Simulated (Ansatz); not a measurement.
NbP:

```
Nb P
1.0
    -1.67492    1.67492    5.74011
     1.67492   -1.67492    5.74011
     1.67492    1.67492   -5.74011
Nb P
2 2
Cartesian
  1.6749 0.0000 2.8687
  0.0000 0.0000 5.7387
  0.0000 1.6749 3.8200
  0.0000 0.0000 0.9500
```

The cell is a database's computed one.

Base run:

| Property | Result |
| --- | --- |
| Program | Ansatz 0.2.0 |
| Functional | RPBE |
| Potentials or basis | Ansatz PAW |
| Cutoff | 420 eV (not typed: the program's choice for these potentials) |
| k mesh | 11 × 11 × 11 |
| Occupations | gaussian, width 0.1 eV |
| Spin | no spin polarisation |

Its results: band gap on the k mesh none (metal or under the smearing width); pressure 1.5 GPa; largest force 0.017 eV/Å.

The run is repeated on the same cell with these changes: functional from RPBE to PBE; occupations from gaussian, width 0.1 eV to gaussian, width 0.05 eV. What comes out?

Band gap on the k mesh none (metal or under the smearing width); pressure -1.1 GPa; largest force 0.019 eV/Å.

Caveats: the PAW data sets come from PBE, with cores solved anew for the run's functional, which leaves a small shift of forces and pressure (some runs).
